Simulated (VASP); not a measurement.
# Sb (R-3m) in VASP: a series of runs

Runs on Sb. Level: PBE+D3(BJ). Tasks: relaxation of cell and atoms, vibrations by finite differences.

All numbers are computed with VASP 6.6.1; they aren't measurements. Logs are shortened: lines on timing, memory, paths and dates and some standing lists are left out, and cuts for length are marked.

**1. Starting point**

It takes space group R-3m (No. 166, trigonal). The conventional cell has a = 4.308 Å, b = 4.308 Å, c = 11.274 Å, α = 90.00°, β = 90.00°, γ = 120.00°. Sb (site symmetry 3m) has 3 Sb at 2.91 Å as nearest neighbours.

**2. Relaxation of cell and atoms, PBE+D3(BJ), target pressure 6.5 GPa, at which the enthalpy is minimised**

Input file INCAR:

```
SYSTEM = Sb
  PREC = Accurate
  ENCUT = 520
  EDIFF = 1E-7
  ISMEAR = 0
  SIGMA = 0.02
  LREAL = .False.
  LASPH = .True.
  NELM = 60
  ALGO = Normal
  ISIF = 3
  LWAVE = .False.
  LCHARG = .False.
  GGA = PE
  IVDW = 12
  IBRION = 2
  NSW = 80
  EDIFFG = -0.002
  PSTRESS = 65.0
```

Input file KPOINTS:

```
Automatic mesh
0
Gamma
  3 3 3
  0 0 0
```

Input file POSCAR:

```
Sb
1.0
    2.1542000000      1.2437279500      3.7580000000
   -2.1542000000      1.2437279500      3.7580000000
    0.0000000000     -2.4874559000      3.7580000000
Sb
2
Direct
    0.2334900000      0.2334900000      0.2334900000
    0.7665100000      0.7665100000      0.7665100000
```

Potentials or basis: VASP PAW PBE potentials, release 64 (Sb).

The run is started by

```bash
$ cat potpaw_PBE.64/Sb/POTCAR > POTCAR
$ mpirun -np 1 vasp_std > vasp.out
```

OUTCAR:

```text
SYSTEM = Sb
   PREC = Accurate
   ENCUT = 520
   EDIFF = 1E-7
   ISMEAR = 0
   LREAL = .False.
   LASPH = .True.
   NELM = 60
   ISIF = 3
   GGA = PE
   IVDW = 12
   IBRION = 2
   NSW = 80
   EDIFFG = -0.002
   PSTRESS = 65.0
 IVDW          = 12

 ion  position               nearest neighbor table
   1  0.233  0.233  0.233-   2 2.91   2 2.91   2 2.91   2 3.35   2 3.35   2 3.35
   2  0.767  0.767  0.767-   1 2.91   1 2.91   1 2.91   1 3.35   1 3.35   1 3.35

  LATTYP: Found a trigonal (rhomboedric) cell.
 ALAT       =     4.5066618304
 COS(alpha) =     0.5430253623

  Lattice vectors:

 A1 = (   2.1542000000,   1.2437279500,   3.7580000000)
 A2 = (  -2.1542000000,   1.2437279500,   3.7580000000)
 A3 = (   0.0000000000,  -2.4874559000,   3.7580000000)

Analysis of symmetry for initial positions (statically):
=====================================================================
 Subroutine PRICEL returns:
 Original cell was already a primitive cell.

 Routine SETGRP: Setting up the symmetry group for a
 trigonal (rhombohedral) supercell.

 Subroutine GETGRP returns: Found 12 space group operations
 (whereof 12 operations were pure point group operations)
 out of a pool of 12 trial point group operations.

The static configuration has the point symmetry D_3d.

Analysis of symmetry for dynamics (positions and initial velocities):
=====================================================================
 Subroutine PRICEL returns:
 Original cell was already a primitive cell.

 Routine SETGRP: Setting up the symmetry group for a
 trigonal (rhombohedral) supercell.

 Subroutine GETGRP returns: Found 12 space group operations
 (whereof 12 operations were pure point group operations)
 out of a pool of 12 trial point group operations.

The dynamic configuration has the point symmetry D_3d.

 Subroutine INISYM returns: Found 12 space group operations
 (whereof 12 operations are pure point group operations),
 and found     1 'primitive' translations

----------------------------------------------------------------------------------------

                                     Primitive cell

  volume of cell :      60.4115

  direct lattice vectors                    reciprocal lattice vectors
     2.154200000  1.243727950  3.758000000     0.232104726  0.134005726  0.088699663
    -2.154200000  1.243727950  3.758000000    -0.232104726  0.134005726  0.088699663
     0.000000000 -2.487455900  3.758000000     0.000000000 -0.268011452  0.088699663

  length of vectors
     4.506661830  4.506661830  4.506661830     0.282307932  0.282307932  0.282307932

  position of ions in fractional coordinates (direct lattice)
     0.233490000  0.233490000  0.233490000
     0.766510000  0.766510000  0.766510000
[... 68 lines left out ...]
   PSTRESS=   65.0 pullay stress
   NELECT =      10.0000    total number of electrons
   NUPDOWN=      -1.0000    fix difference up-down
   EMIN   =  10.00;   EMAX   =-10.00  energy-range for DOS
   EFERMI =   0.00;   METHOD = LEGACY
   ISMEAR =     0;   SIGMA  =   0.02  broadening in eV -4-tet -1-fermi 0-gaus
   EFERMI_NEDOS =   21; number of points for ismear=-14 and -15
   IALGO  =     38    algorithm
   IMIX   =      4    mixing-type and parameters
     AMIX     =   0.40;   BMIX     =  1.00
     AMIX_MAG =   1.60;   BMIX_MAG =  1.00
  volume/ion in A,a.u.               =      30.21       203.84
  Fermi-wavevector in a.u.,A,eV,Ry     =   0.898880  1.698637 10.993305  0.807985
  Thomas-Fermi vector in A             =   2.021644
   LORBIT       =      0    0 simple, 1 ext, 2 COOP (PROOUT), +10 PAW based schemes
   GGA     = PE    functional components
   LHFCALC =     F    Hartree Fock is set to
   AEXX    =    0.0000 exact exchange contribution
   IVDW    =    12    specifies the selected vdW correction
   LEPSILON=     F    determine dielectric tensor
   LRPA    =     F    only Hartree local field effects (RPA)
 conjugate gradient relaxation of ions
 non-spin polarized calculation
 Gauss-broadening in eV      SIGMA  =   0.02
  energy-cutoff  :      520.00
  volume of cell :       60.41
 maximum number of plane-waves:      1633
 NGX is ok and might be reduce to    36
   NGX = 17   NGY = 17   NGZ = 17

--------------------------------------- Ionic step        1  -------------------------------------------

 number of electron      10.0000000 magnetization

 Free energy of the ion-electron system (eV)
  ---------------------------------------------------
  ext. energy  EPLUGINS =         0.00000000
  ---------------------------------------------------
  free energy    TOTEN  =        -8.35990712 eV

  energy without entropy =       -8.35990712  energy(sigma->0) =       -8.35990712

------------------------ aborting loop because EDIFF is reached ----------------------------------------

 Edisp (eV)   -0.94507

 E8    (eV) :    -0.4410
[... 33 lines left out ...]
--------------------------------------- Ionic step        2  -------------------------------------------

 number of electron      10.0000000 magnetization

 E-fermi :   9.1345     XC(G=0): -10.2137

 val. band max:        9.0209566937   @ k =   0.3333   0.3333   0.3333
 cond. band min:       9.9548948931   @ k =   0.3333   0.3333   0.3333
 fundamental gap:      0.9339381994
 Fermi energy:         9.1344937183

 k-point     1 :       0.0000    0.0000    0.0000
  band No.  band energies     occupation
      1      -4.6388      2.00000
      2       5.5853      2.00000
      3       7.1096      2.00000
      4       7.2132      2.00000
      5       7.2132      2.00000
      6      11.5834      0.00000
      7      12.3591      0.00000
      8      12.3591      0.00000
      9      14.2675      0.00000
[... 137 lines left out ...]
  energy  without entropy=       -9.2124277583  energy(sigma->0) =       -9.21242776

  enthalpy is  TOTEN    =        -6.9396643436 eV   P V=        2.2727634147

[... ionic steps 4 to 9 ...]

--------------------------------------- Ionic step       10  -------------------------------------------

 number of electron      10.0000000 magnetization

------------------------ aborting loop because EDIFF is reached ----------------------------------------
[... 79 lines left out ...]
--------------------------------------- Ionic step       12  -------------------------------------------

 number of electron      10.0000000 magnetization

 Free energy of the ion-electron system (eV)
  ---------------------------------------------------
  ext. energy  EPLUGINS =         0.00000000
  ---------------------------------------------------
  free energy    TOTEN  =        -8.17889441 eV

  energy without entropy =       -8.17889441  energy(sigma->0) =       -8.17889441

 E-fermi :   7.8364     XC(G=0):  -9.9162

 val. band max:        7.7457093650   @ k =   0.3333   0.0000  -0.0000
 cond. band min:       8.8320233331   @ k =   0.3333   0.3333   0.3333
 fundamental gap:      1.0863139681
 Fermi energy:         7.8364328918

 k-point     1 :       0.0000    0.0000    0.0000
  band No.  band energies     occupation
      1      -4.9494      2.00000
      2       4.1318      2.00000
      3       6.2691      2.00000
      4       6.2691      2.00000
      5       6.5072      2.00000
      6      10.8201      0.00000
      7      11.3614      0.00000
      8      11.3614      0.00000
      9      13.0996      0.00000
[... 95 lines left out ...]
  energy  without entropy=       -9.2117411514  energy(sigma->0) =       -9.21174115

  enthalpy is  TOTEN    =        -6.9628665928 eV   P V=        2.2488745586

 reached required accuracy - stopping structural energy minimisation
```

CONTCAR:

```text
Sb
   1.00000000000000
     2.1347477507300141    1.2324971887055509    3.5113870628913499
    -2.1347477507300141    1.2324971887055509    3.5113870628913499
     0.0000000000000000   -2.4649943774111018    3.5113870628913499
  Sb
     2
Direct
     0.2356385226271531    0.2356385226271531    0.2356385226271531
     0.7643614773728468    0.7643614773728468    0.7643614773728468

  0.00000000E+00  0.00000000E+00  0.00000000E+00
  0.00000000E+00  0.00000000E+00  0.00000000E+00
```

It took 90 s on 1 thread of AMD EPYC 7R43 (Zen 3), shared host; peak memory 0.17 GiB.

What came out:

```
Free energy                                            : -9.2117 eV
Relaxed volume                                         : 27.72 Å³/atom
Relaxed cell                                           : a = 4.290 Å, b = 4.290 Å, c = 4.290 Å, α = 59.68°, β = 59.68°, γ = 59.68°
Space group after relaxing (to 0.05 Å)                 : R-3m (No. 166)
Energy change on relaxing (the enthalpy is what falls) : +46.6 meV/atom
Ionic steps                                            : 12
Pressure after relaxing                                : 6.5 GPa
Band gap on the k mesh                                 : 1.09 eV, indirect (least direct gap 1.09 eV)
Dispersion energy per atom                             : -0.516 eV
```

Step by step:
```csv
step,energy change (eV),largest force (eV/Å),pressure (GPa),volume (Å³)
1,0.0000,0.0900,0.94,60.41
2,0.3698,0.7480,14.94,51.70
3,0.0926,0.2817,6.64,56.02
4,0.0881,0.1413,6.57,55.71
5,0.0960,0.0153,6.62,55.36
6,0.0966,0.0107,6.63,55.35
7,0.0887,0.0074,6.31,55.55
8,0.0934,0.0036,6.50,55.43
9,0.0932,0.0031,6.50,55.43
10,0.0931,0.0029,6.49,55.44
11,0.0932,0.0021,6.49,55.43
12,0.0932,0.0017,6.50,55.43
```

Final structure:
```xyz
2
Lattice="2.1347 1.2325 3.5114 -2.1347 1.2325 3.5114 0.0000 -2.4650 3.5114" Properties=species:S:1:pos:R:3 pbc="T T T"
Sb    0.0000    0.0000    2.4823
Sb    0.0000    0.0000    8.0519
```

Levels at points of the mesh, in eV from the valence-band top:
```csv
k point,band 1,band 2,band 3,band 4,band 5,band 6,band 7,band 8,band 9
"(0.00, 0.00, 0.00)",-12.70,-3.61,-1.48,-1.48,-1.24,3.07,3.62,3.62,5.35
```

Caveat: the k mesh is coarse (spacing up to 0.59 Å⁻¹), so the values aren't converged; the cell is relaxed towards a set pressure, so the enthalpy falls and the energy may rise; spin-orbit coupling is left out, which moves the levels of the heavy elements; an odd mesh through Γ misses points on the zone boundary, where band edges often lie.

**3. Relaxation of cell and atoms, PBE+D3(BJ), target pressure 6.5 GPa, at which the enthalpy is minimised**

This run uses another cell than the first one, of 27.72 Å³/atom, 0.918 times its volume.

INCAR is that of step 2.

KPOINTS is that of step 2.

Input file POSCAR:

```
Sb                                      
1.0
    2.1347477507      1.2324971887      3.5113870629
   -2.1347477507      1.2324971887      3.5113870629
    0.0000000000     -2.4649943774      3.5113870629
  Sb            
     2
Direct
     0.2356385226271531    0.2356385226271531    0.2356385226271531
     0.7643614773728468    0.7643614773728468    0.7643614773728468
```

Potentials or basis: VASP PAW PBE potentials, release 64 (Sb).

The run is started by

```bash
$ cat potpaw_PBE.64/Sb/POTCAR > POTCAR
$ mpirun -np 1 vasp_std > vasp.out
```

Run time: 13 s. Hardware: 1 thread of AMD EPYC 7R43 (Zen 3), shared host; peak memory 0.14 GiB.

It converged, with:

```yaml
Free_energy: -9.2116 eV
Pressure_after_relaxing: 6.5 GPa
Band_gap_on_the_k_mesh: 1.09 eV, indirect (least direct gap 1.10 eV)
Dispersion_energy_per_atom: -0.516 eV
```

Final structure:
```xyz
2
Lattice="2.1347 1.2325 3.5114 -2.1347 1.2325 3.5114 0.0000 -2.4650 3.5114" Properties=species:S:1:pos:R:3 pbc="T T T"
Sb    0.0000    0.0000    2.4823
Sb    0.0000    0.0000    8.0519
```

Levels at points of the mesh, in eV from the valence-band top:
| k point | band 1 | band 2 | band 3 | band 4 | band 5 | band 6 | band 7 | band 8 | band 9 |
| --- | --- | --- | --- | --- | --- | --- | --- | --- | --- |
| (0.00, 0.00, 0.00) | -12.70 | -3.61 | -1.48 | -1.48 | -1.24 | 3.07 | 3.62 | 3.62 | 5.35 |

Caveat: the k mesh is coarse (spacing up to 0.60 Å⁻¹), so the values aren't converged; the relaxation stopped at its first step, so nothing moved; the cell is relaxed towards a set pressure, so the enthalpy falls and the energy may rise; spin-orbit coupling is left out, which moves the levels of the heavy elements; an odd mesh through Γ misses points on the zone boundary, where band edges often lie.

**4. Vibrations by finite differences, PBE+D3(BJ)**

This run uses another cell than the first one, of 27.72 Å³/atom, 0.918 times its volume.

Input file INCAR:

```
SYSTEM = Sb
PREC = Accurate
ENCUT = 520
EDIFF = 1E-8
ISMEAR = 0
SIGMA = 0.02
LREAL = .False.
LASPH = .True.
NELM = 60
ALGO = Normal
ISIF = 2
LWAVE = .False.
LCHARG = .False.
GGA = PE
IVDW = 12
IBRION = 6
NFREE = 2
POTIM = 0.015
NSW = 1
```

KPOINTS is that of step 3.

Input file POSCAR:

```
Sb                                      
1.0
    2.1347477507      1.2324971887      3.5113870629
   -2.1347477507      1.2324971887      3.5113870629
    0.0000000000     -2.4649943774      3.5113870629
  Sb            
     2
Direct
     0.2356385226271556    0.2356385226271556    0.2356385226271556
     0.7643614773728444    0.7643614773728444    0.7643614773728444
```

The run is started by

```bash
$ cat potpaw_PBE.64/Sb/POTCAR > POTCAR
$ mpirun -np 1 vasp_std > vasp.out
```

Wall time 44 s (1 thread of AMD EPYC 7R43 (Zen 3), shared host); peak memory 0.14 GiB.

It converged, with:

| Property | Result |
| --- | --- |
| Highest phonon frequency at Γ | 145 cm⁻¹ |
| Dispersion energy per atom | -0.516 eV |

Phonon frequencies in cm⁻¹ (negative: imaginary):
```tsv
q point	frequencies
(0.000, 0.000, 0.000)	0 0 0 98 98 145
```

Caveat: the k mesh is coarse (spacing up to 0.60 Å⁻¹), so the values aren't converged. The run has no spin-orbit coupling, so splittings on Sb are missing.
